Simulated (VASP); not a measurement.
# Tl (I4/mmm) in VASP: single point with PBEsol

Aim: the single point of Tl with PBEsol.

Program: VASP 6.6.1. These are calculated values, not measurements. Logs are shortened: lines on timing, memory, paths and dates and some standing lists are left out, and cuts for length are marked.

## (1) Starting point

It takes space group I4/mmm (No. 139, tetragonal). The conventional cell has a = 3.368 Å, b = 3.368 Å, c = 4.989 Å, α = 90.00°, β = 90.00°, γ = 90.00°. Around Tl (site symmetry 4/mmm) lie 12 Tl at 3.37 to 3.45 Å.

The cell was built by a generator and needn't be a form met in nature.

## (2) Single point, PBEsol

File INCAR:

```
SYSTEM = Tl
PREC = Accurate
ENCUT = 520
EDIFF = 1E-6
ISMEAR = 0
SIGMA = 0.1
LREAL = .FALSE.
LASPH = .TRUE.
NELM = 100
ALGO = Fast
ISIF = 2
LWAVE = .FALSE.
LCHARG = .TRUE.
GGA = PS
LELF = .TRUE.
LVHAR = .TRUE.
NBANDS = 12
```

File KPOINTS:

```
regular mesh
0
G
  24 24 24
  0 0 0
```

File POSCAR:

```
Tl
1.0
   -1.6842316450      1.6842316450      2.4947082530
    1.6842316450     -1.6842316450      2.4947082530
    1.6842316450      1.6842316450     -2.4947082530
Tl
1
Direct
    0.5000000000      0.5000000000      0.0000000000
```

Potentials or basis: VASP PAW PBE potentials, release 64 (Tl_d).

Run with:

```bash
> cat potpaw_PBE.64/Tl_d/POTCAR > POTCAR
> mpirun -np 1 vasp_std > vasp.out
```

OUTCAR:

```text
SYSTEM = Tl
   PREC = Accurate
   ENCUT = 520
   EDIFF = 1E-6
   ISMEAR = 0
   LREAL = .FALSE.
   LASPH = .TRUE.
   NELM = 100
   ISIF = 2
   GGA = PS

 ion  position               nearest neighbor table
   1  0.500  0.500  0.000-

  LATTYP: Found a body centered tetragonal cell.
 ALAT       =     3.3684632900
 C/A-ratio  =     1.4812144519

  Lattice vectors:

 A1 = (  -1.6842316450,   1.6842316450,   2.4947082530)
 A2 = (   1.6842316450,  -1.6842316450,   2.4947082530)
 A3 = (   1.6842316450,   1.6842316450,  -2.4947082530)

Analysis of symmetry for initial positions (statically):
=====================================================================
 Subroutine PRICEL returns:
 Original cell was already a primitive cell.

 Routine SETGRP: Setting up the symmetry group for a
 body centered tetragonal supercell.

 Subroutine GETGRP returns: Found 16 space group operations
 (whereof 16 operations were pure point group operations)
 out of a pool of 16 trial point group operations.

The static configuration has the point symmetry D_4h.

Analysis of symmetry for dynamics (positions and initial velocities):
=====================================================================
 Subroutine PRICEL returns:
 Original cell was already a primitive cell.

 Routine SETGRP: Setting up the symmetry group for a
 body centered tetragonal supercell.

 Subroutine GETGRP returns: Found 16 space group operations
 (whereof 16 operations were pure point group operations)
 out of a pool of 16 trial point group operations.

The dynamic configuration has the point symmetry D_4h.

 Subroutine INISYM returns: Found 16 space group operations
 (whereof 16 operations are pure point group operations),
 and found     1 'primitive' translations

----------------------------------------------------------------------------------------

                                     Primitive cell

  volume of cell :      28.3063

  direct lattice vectors                    reciprocal lattice vectors
    -1.684231645  1.684231645  2.494708253     0.000000000  0.296871277  0.200424238
     1.684231645 -1.684231645  2.494708253     0.296871277  0.000000000  0.200424238
     1.684231645  1.684231645 -2.494708253     0.296871277  0.296871277  0.000000000

  length of vectors
     3.449179864  3.449179864  3.449179864     0.358193286  0.358193286  0.419839387

  position of ions in fractional coordinates (direct lattice)
     0.500000000  0.500000000  0.000000000

  ion indices of the primitive-cell ions
   primitive index   ion index
                 1           1

----------------------------------------------------------------------------------------

 KPOINTS: regular mesh

Automatic generation of k-mesh.
 Grid dimensions read from file:
 generate k-points for:   24   24   24

 Generating k-lattice:

  Cartesian coordinates                     Fractional coordinates (reciprocal lattice)
     0.000000000  0.012369637  0.008351010     0.041666667  0.000000000 -0.000000000
     0.012369637  0.000000000  0.008351010     0.000000000  0.041666667 -0.000000000
     0.012369637  0.012369637  0.000000000     0.000000000  0.000000000  0.041666667

  Length of vectors
     0.014924720  0.014924720  0.017493308

  Shift w.r.t. Gamma in fractional coordinates (k-lattice)
     0.000000000  0.000000000  0.000000000

 Subroutine IBZKPT returns following result:
 ===========================================

 Found   1063 irreducible k-points:

 Following reciprocal coordinates:
            Coordinates               Weight
  0.000000  0.000000  0.000000      1.000000
  0.041667 -0.000000  0.000000      8.000000
  0.083333  0.000000 -0.000000      8.000000
  0.125000  0.000000  0.000000      8.000000
  0.166667  0.000000  0.000000      8.000000
  0.208333 -0.000000  0.000000      8.000000
[... 16 lines left out ...]
  0.416667  0.041667  0.000000     16.000000
  0.458333  0.041667 -0.000000     16.000000
 [... further k-points ...]
   k-points           NKPTS =   1063   k-points in BZ     NKDIM =   1063   number of bands    NBANDS=     12
   number of dos      NEDOS =    301   number of ions     NIONS =      1
   total plane-waves  NPLWV =  21952
   dimension x,y,z NGX =    28 NGY =   28 NGZ =   28
   dimension x,y,z NGXF=    56 NGYF=   56 NGZF=   56
   ions per type =               1
   NGX,Y,Z   is equivalent  to a cutoff of  13.50, 13.50, 13.50 a.u.
   NGXF,Y,Z  is equivalent  to a cutoff of  26.99, 26.99, 26.99 a.u.
 SYSTEM =  Tl
   PREC   = accura    normal or accurate (medium, high low for compatibility)
   ISTART =      0    job   : 0-new  1-cont  2-samecut
   ICHARG =      2    charge: 1-file 2-atom 10-const
   ISPIN  =      1    spin polarized calculation?
   LNONCOLLINEAR =      F non collinear calculations
   LSORBIT =      F    spin-orbit coupling
   LASPH  =      T    aspherical Exc in radial PAW
   ENCUT  =  520.0 eV  38.22 Ry    6.18 a.u.   6.41  6.41  6.41*2*pi/ulx,y,z
   NELM   =    100;   NELMIN=  2; NELMDL= -5     # of ELM steps
   EDIFF  = 0.1E-05   stopping-criterion for ELM
   LREAL  =      F    real-space projection
   EDIFFG = 0.1E-04   stopping-criterion for IOM
   NSW    =      0    number of steps for IOM
   IBRION =     -1    ionic relax: 0-MD 1-quasi-New 2-CG
   NFREE  =      0    steps in history (QN), initial steepest desc. (CG)
   ISIF   =      2    stress and relaxation
   ISYM   =      2    0-nonsym 1-usesym 2-fastsym
   POTIM  = 0.5000    time-step for ionic-motion
   TEBEG  =    0.0;   TEEND  =   0.0 temperature during run
   PSTRESS=    0.0 pullay stress
   NELECT =      13.0000    total number of electrons
   NUPDOWN=      -1.0000    fix difference up-down
   EMIN   =  10.00;   EMAX   =-10.00  energy-range for DOS
   EFERMI =   0.00;   METHOD = LEGACY
   ISMEAR =     0;   SIGMA  =   0.10  broadening in eV -4-tet -1-fermi 0-gaus
   EFERMI_NEDOS =   21; number of points for ismear=-14 and -15
   IALGO  =     68    algorithm
   IMIX   =      4    mixing-type and parameters
     AMIX     =   0.40;   BMIX     =  1.00
     AMIX_MAG =   1.60;   BMIX_MAG =  1.00
  volume/ion in A,a.u.               =      28.31       191.02
  Fermi-wavevector in a.u.,A,eV,Ry     =   1.263072  2.386860 21.706070  1.595351
  Thomas-Fermi vector in A             =   2.396448
   LORBIT       =      0    0 simple, 1 ext, 2 COOP (PROOUT), +10 PAW based schemes
   GGA     = PS    functional components
   LHFCALC =     F    Hartree Fock is set to
   AEXX    =    0.0000 exact exchange contribution
   IVDW    =     0    specifies the selected vdW correction
   LEPSILON=     F    determine dielectric tensor
   LRPA    =     F    only Hartree local field effects (RPA)
 non-spin polarized calculation
 RMM-DIIS sequential band-by-band and
 Gauss-broadening in eV      SIGMA  =   0.10
  energy-cutoff  :      520.00
  volume of cell :       28.31
 maximum number of plane-waves:       784
 NGX is ok and might be reduce to    28
   NGX = 13   NGY = 13   NGZ = 13

 number of electron      13.0000001 magnetization

 Free energy of the ion-electron system (eV)
  ---------------------------------------------------
  ext. energy  EPLUGINS =         0.00000000
  ---------------------------------------------------
  free energy    TOTEN  =        -2.61815636 eV

  energy without entropy =       -2.61570426  energy(sigma->0) =       -2.61693031

 E-fermi :   6.4223     XC(G=0): -10.4190

 val. band max:        6.4173718525   @ k =  -0.1667   0.3333   0.1250
 cond. band min:       6.4232910042   @ k =   0.2917   0.2500   0.0833
 fundamental gap:      0.0059191517
 Fermi energy:         6.4223072036

 k-point     1 :       0.0000    0.0000    0.0000
  band No.  band energies     occupation
      1      -5.1384      2.00000
      2      -5.0316      2.00000
      3      -5.0316      2.00000
      4      -4.8323      2.00000
      5      -4.7326      2.00000
      6      -3.6474      2.00000
      7      16.8269      0.00000
      8      16.8269      0.00000
      9      16.9480      0.00000
     10      17.4593      0.00000
     11      20.9353      0.00000
     12      21.6707      0.00000

 k-point     2 :       0.0417   -0.0000    0.0000
  band No.  band energies     occupation
      1      -5.1346      2.00000
      2      -5.0316      2.00000
      3      -5.0268      2.00000
      4      -4.8323      2.00000
      5      -4.7343      2.00000
      6      -3.6099      2.00000
      7      16.3383      0.00000
      8      16.7951      0.00000
      9      16.8593      0.00000
     10      17.4307      0.00000
     11      21.1055      0.00000
     12      21.6767      0.00000

 k-point     3 :       0.0833    0.0000   -0.0000
  band No.  band energies     occupation
      1      -5.1255      2.00000
      2      -5.0317      2.00000
      3      -5.0134      2.00000
      4      -4.8315      2.00000
      5      -4.7385      2.00000
      6      -3.4961      2.00000
      7      15.1613      0.00000
      8      16.6964      0.00000
      9      16.7040      0.00000
     10      17.4189      0.00000
     11      21.0875      0.00000
     12      21.5968      0.00000

 k-point     4 :       0.1250    0.0000    0.0000
  band No.  band energies     occupation
      1      -5.1182      2.00000
      2      -5.0316      2.00000
      3      -4.9942      2.00000
      4      -4.8260      2.00000
      5      -4.7428      2.00000
      6      -3.3030      2.00000
      7      13.7772      0.00000
      8      16.4532      0.00000
      9      16.5642      0.00000
     10      17.4163      0.00000
     11      20.7441      0.00000
     12      21.6653      0.00000

 k-point     5 :       0.1667    0.0000    0.0000
  band No.  band energies     occupation
      1      -5.1213      2.00000
      2      -5.0308      2.00000
      3      -4.9744      2.00000
      4      -4.8099      2.00000
      5      -4.7427      2.00000
      6      -3.0281      2.00000
      7      12.3501      0.00000
      8      16.1524      0.00000
      9      16.3890      0.00000
     10      17.4087      0.00000
     11      20.3225      0.00000
     12      21.6202      0.00000
[... 228 lines left out ...]
      1      -5.2261      2.00000
      2      -5.0659      2.00000
      3      -4.9813      2.00000
      4      -4.6389      2.00000
      5      -4.6063      2.00000
      6      -0.8937      2.00000
      7       6.6479      0.00142
      8      14.5346      0.00000
      9      15.2842      0.00000
     10      17.1991      0.00000
     11      18.9098      0.00000
     12      20.3955      0.00000

 k-point    22 :       0.3750    0.0417    0.0000
  band No.  band energies     occupation
      1      -5.2507      2.00000
      2      -5.0787      2.00000
      3      -4.9949      2.00000
      4      -4.5961      2.00000
      5      -4.5690      2.00000
      6      -0.2287      2.00000
      7       5.5120      2.00000
      8      14.3779      0.00000
      9      15.0603      0.00000
     10      17.0378      0.00000
     11      18.8686      0.00000
     12      20.3261      0.00000

 k-point    23 :       0.4167    0.0417    0.0000
  band No.  band energies     occupation
      1      -5.2692      2.00000
      2      -5.0881      2.00000
      3      -5.0058      2.00000
      4      -4.5677      2.00000
      5      -4.5366      2.00000
      6       0.4550      2.00000
      7       4.5040      2.00000
      8      14.2438      0.00000
      9      14.9253      0.00000
     10      16.9104      0.00000
     11      18.8655      0.00000
     12      20.3108      0.00000

 k-point    24 :       0.4583    0.0417   -0.0000
  band No.  band energies     occupation
      1      -5.2798      2.00000
      2      -5.0931      2.00000
      3      -5.0125      2.00000
      4      -4.5547      2.00000
      5      -4.5146      2.00000
      6       1.0356      2.00000
      7       3.7470      2.00000
      8      14.1454      0.00000
      9      14.8789      0.00000
     10      16.8325      0.00000
     11      18.8938      0.00000
     12      20.3397      0.00000

 [... further k-points ...]

------------------------ aborting loop because EDIFF is reached ----------------------------------------

  FORCE on cell =-STRESS in cart. coord.  units (eV):
  Direction    XX          YY          ZZ          XY          YZ          ZX
  --------------------------------------------------------------------------------------
  -------------------------------------------------------------------------------------
  Total       -0.0087426     -0.0087426     -0.0067402      0.0000000      0.0000000     -0.0000000
  in kB       -0.4948440     -0.4948440     -0.3815042      0.0000000      0.0000000     -0.0000000
  external PRESSURE =      -0.4570641 kB  Pullay stress =       0.0000000 kB

 VOLUME and BASIS-vectors are now :
 -----------------------------------------------------------------------------
  energy-cutoff  :      520.00
  volume of cell :       28.31
      direct lattice vectors                 reciprocal lattice vectors
    -1.684231645  1.684231645  2.494708253     0.000000000  0.296871277  0.200424238
     1.684231645 -1.684231645  2.494708253     0.296871277  0.000000000  0.200424238
     1.684231645  1.684231645 -2.494708253     0.296871277  0.296871277  0.000000000

 POSITION                                       TOTAL-FORCE (eV/Angst)
 -----------------------------------------------------------------------------------
      0.00000      0.00000      2.49471        -0.000000      0.000000      0.000000
 -----------------------------------------------------------------------------------
    total drift:                                0.000000     -0.000000      0.000000

  FREE ENERGIE OF THE ION-ELECTRON SYSTEM (eV)
  ---------------------------------------------------
  free  energy   TOTEN  =        -2.6181563640 eV

  energy  without entropy=       -2.6157042584  energy(sigma->0) =       -2.61693031
```

Run time: 3.3 min. Hardware: 1 thread of AMD EPYC 9R45 (Zen 5), shared host; peak memory 0.41 GiB.

Results:

| Quantity | Value |
| --- | --- |
| Free energy | -2.6182 eV |
| Pressure | 0.0 GPa |
| Band gap on the k mesh | none (metal or under the smearing width) |

Caveat: the PAW data sets were made with another functional, which shifts forces and pressure a little.
